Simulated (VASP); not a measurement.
Write the native input for VASP 6.6.1 that does the following.

```yaml
Task: single point
Functional: r2SCAN
Potentials_or_basis: VASP PAW PBE potentials, release 64 (Ge_d)
Cutoff: 520 eV
k_mesh: 3 × 3 × 3
Occupations: gaussian, width 0.1 eV
Spin: no spin polarisation
Dipole_correction: no
Further_INCAR_settings: ALGO = Normal; EDIFF = 1e-06; NBANDS = 96
```

The system is Ge.

```xyz
12
Lattice="3.5815 2.0678 6.6091 -3.5815 2.0678 6.6091 0.0000 -4.1356 6.6091" Properties=species:S:1:pos:R:3 pbc="T T T"
Ge   -2.1790    1.2580    4.5296
Ge    0.0000   -2.5160    4.5296
Ge    2.1790    1.2580    4.5296
Ge    2.1790   -1.2580   15.2976
Ge   -2.1790   -1.2580   15.2976
Ge    0.0000    2.5160   15.2976
Ge   -1.3597    0.7850    7.3086
Ge    0.0000   -1.5700    7.3086
Ge    1.3597    0.7850    7.3086
Ge    1.3597   -0.7850   12.5186
Ge   -1.3597   -0.7850   12.5186
Ge    0.0000    1.5700   12.5186
```

The cell was built by a generator and needn't be a form met in nature.

The input as run:

POSCAR

```
Ge
1.0
    3.5815498462      2.0678087679      6.6090837403
   -3.5815498462      2.0678087679      6.6090837403
    0.0000000000     -4.1356175357      6.6090837403
Ge
12
Direct
    0.0256591864      0.6340443812      0.0256591864
    0.0256591864      0.0256591864      0.6340443812
    0.6340443812      0.0256591864      0.0256591864
    0.9743408136      0.3659556188      0.9743408136
    0.3659556188      0.9743408136      0.9743408136
    0.9743408136      0.9743408136      0.3659556188
    0.2420708844      0.6217038335      0.2420708844
    0.2420708844      0.2420708844      0.6217038335
    0.6217038335      0.2420708844      0.2420708844
    0.7579291156      0.3782961665      0.7579291156
    0.3782961665      0.7579291156      0.7579291156
    0.7579291156      0.7579291156      0.3782961665
```

INCAR.step1

```
SYSTEM = Ge
ALGO = Normal ; EDIFF = 1E-4
ENCUT = 520 ; GGA = PE
ISMEAR = 0 ; LASPH = .True.
LCHARG = .False. ; LREAL = .False.
LWAVE = .True. ; NBANDS = 96
NELM = 100 ; PREC = Accurate
SIGMA = 0.1
```

INCAR.step2

```
SYSTEM = Ge
ALGO = Normal ; EDIFF = 1E-6
ENCUT = 520 ; ISIF = 2
ISMEAR = 0 ; ISTART = 1
LASPH = .True. ; LCHARG = .False.
LMIXTAU = .True. ; LREAL = .False.
LWAVE = .False. ; METAGGA = R2SCAN
NBANDS = 96 ; NELM = 100
PREC = Accurate ; SIGMA = 0.1
```

KPOINTS

```
k-points
0
Gamma
  3 3 3
  0 0 0
```

Potentials or basis: VASP PAW PBE potentials, release 64 (Ge_d).

Launch:

```console
$ cat potpaw_PBE.64/Ge_d/POTCAR > POTCAR
$ cp INCAR.step1 INCAR
$ mpirun -np 1 vasp_std > vasp.out
$ cp INCAR.step2 INCAR
$ mpirun -np 1 vasp_std > vasp.out
```

It gave:

```json
{
  "Pressure": "-0.1 GPa",
  "Largest force": "0.011 eV/Å",
  "Band gap on the k mesh": "none (metal or under the smearing width)"
}
```

Caveat: the PAW data sets were made with another functional, which shifts forces and pressure a little.

Run time: 12 min on 1 thread of Intel(R) Xeon(R) Platinum 8375C CPU @ 2.90GHz (Ice Lake), on a shared host, peak memory 0.57 GiB.
